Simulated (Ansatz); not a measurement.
Input of an Ansatz 0.2.0 run:

Contents of input.yaml:

```yaml
crystal:
  lattice:
    - [5.196, 0.0, 0.0]
    - [-2.598, 4.4998679981, 0.0]
    - [0.0, 0.0, 2.911]
  atoms:
    - { symbol: Ta, position: [0.0, 0.0, 0.0] }
    - { symbol: Ta, position: [0.6666666667, 0.3333333333, 0.5] }
    - { symbol: Ta, position: [0.3333333333, 0.6666666667, 0.5] }
    - { symbol: "N", position: [0.0, 0.39285, 0.0] }
    - { symbol: "N", position: [0.60715, 0.60715, 0.0] }
    - { symbol: "N", position: [0.39285, 0.0, 0.0] }
hamiltonian:
  xc: pbe
  pseudopotentials: { kind: paw }
kpoints:
  mp_grid: { grid: [6, 6, 9] }
scf:
  occupations: { method: gaussian, width: 0.011 }
output:
  forces: true
  stress: true
  eigenvalues: true
```

Potentials or basis: Ansatz PAW.

Run with:

```bash
$ ansatz run input.yaml --threads 2 --pin off --max-ram 5632MiB --backend cpu --events-out ev --progress --plain --runs-dir out
```

**Question.** Estimate the largest force.

**Answer.** 0.056 eV/Å.

**Question.** What does it give for the band gap on the k mesh?

**Answer.** None (metal or under the smearing width).

**Question.** Estimate the pressure.

**Answer.** 4.9 GPa.

Forces in eV/Å, atoms in the order of the input:
```
Ta   0.000  0.000  0.000
Ta   0.000  0.000  0.000
Ta   0.000  0.000  0.000
N   -0.028  0.048  0.000
N   -0.028 -0.048  0.000
N    0.056  0.000  0.000
```

Caveat: the pressure holds a Pulay correction of +0.5 GPa for the finite cutoff. The run has no spin-orbit coupling, so splittings on Ta are missing.
